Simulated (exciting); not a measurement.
**Ta: band structure with LDA**

Crystal: Ta.

```
Ta
1.0
    -1.65128    1.65128    1.65128
     1.65128   -1.65128    1.65128
     1.65128    1.65128   -1.65128
Ta
1
Direct
  0.00000 0.00000 0.00000
```

```yaml
Program: exciting (release sodium)
Task: band structure
Functional: LDA
Potentials_or_basis: all-electron LAPW+lo, shipped species files, valence relativity iora*
rgkmax: 9
k_mesh: 8 × 8 × 8
Occupations: fermi-dirac, width 0.05 eV
Spin: spin-orbit coupling, no magnetisation
outputlevel: high
gmaxvr_cutoff_of_density_and_potential: 14 1/bohr
lmaxapw_and_lmaxmat: 10
lmaxvr: 8
nempty: 20
Valence_relativity: iora*
epsengy: 1e-05 Ha
epspot: 1e-05 Ha
maxscl: 60
Muffin-tin_radii: Ta 2.3 bohr
```

```yaml
Band_gap_on_the_k_mesh: none (metal or under the smearing width)
All_electrons_inside_the_program's_atomic_spheres: Ta 70.26 (radii Ta 2.3 bohr)
```

Levels at the corners of the path, in eV from the Fermi level:
```tsv
point	band 22	band 23	band 24	band 25	band 26	band 27	band 28	band 29	band 30	band 31
Γ	-18.01	-7.83	-7.83	0.55	0.55	0.55	0.55	0.97	0.97	4.00
H	-18.02	-3.78	-3.78	-3.78	-3.78	6.62	6.62	6.62	6.62	7.22
N	-18.01	-4.34	-4.34	-1.55	-1.55	1.80	1.80	3.82	3.82	4.86
Γ	-18.01	-7.83	-7.83	0.55	0.55	0.55	0.55	0.97	0.97	4.00
P	-18.03	-1.51	-1.51	-0.98	-0.98	-0.98	-0.98	5.03	5.03	5.03
H	-18.02	-3.78	-3.78	-3.78	-3.78	6.62	6.62	6.62	6.62	7.22
P	-18.03	-1.51	-1.51	-0.98	-0.98	-0.98	-0.98	5.03	5.03	5.03
N	-18.01	-4.34	-4.34	-1.55	-1.55	1.80	1.80	3.82	3.82	4.86
```

States per cell in windows of 1 eV (zero at the Fermi level; states under -8 eV left out):
| from (eV) | total |
| --- | --- |
| -8.0 | 0.03 |
| -7.0 | 0.08 |
| -6.0 | 0.15 |
| -5.0 | 0.39 |
| -4.0 | 0.80 |
| -3.0 | 0.74 |
| -2.0 | 1.29 |
| -1.0 | 1.52 |
| 0.0 | 0.80 |
| 1.0 | 0.33 |
| 2.0 | 0.78 |
| 3.0 | 1.16 |
| 4.0 | 1.58 |
| 5.0 | 0.84 |
| 6.0 | 0.38 |
| 7.0 | 0.39 |

It took 110 s on 1 thread of Arm Neoverse V1, with other jobs on the host, peak memory 0.12 GiB.

Caveat: total energies with spin-orbit coupling aren't reliable in this program, so none is listed and the log's shouldn't be used; the tetrahedron DOS on this energy grid can lose part of the weight of narrow d or f bands.
